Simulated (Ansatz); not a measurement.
Crystal: CsI.

```xyz
2
Lattice="4.5667 0.0000 0.0000 0.0000 4.5667 0.0000 0.0000 0.0000 4.5667" Properties=species:S:1:pos:R:3 pbc="T T T"
Cs    0.0000    0.0000    0.0000
I     2.2833    2.2833    2.2833
```

Program: Ansatz 0.2.0. Alike in all runs: task band structure; potentials or basis Ansatz PAW; cell as given; cutoff (eV) 420; smearing fermi-dirac 0.05 eV.

Problem. Order these runs on this cell by their band gap on the k mesh, lowest first.
A. level PBE; spin off; k mesh 6 × 6 × 6
B. level LDA; spin SOC, no magnetisation; k mesh 5 × 5 × 5
C. level PBE; spin SOC, no magnetisation; k mesh 5 × 5 × 5

Solution. B (3.28 eV), C (3.64 eV), A (3.89 eV).

Caveats: spin-orbit coupling is left out, which moves the levels of the heavy elements (some runs).

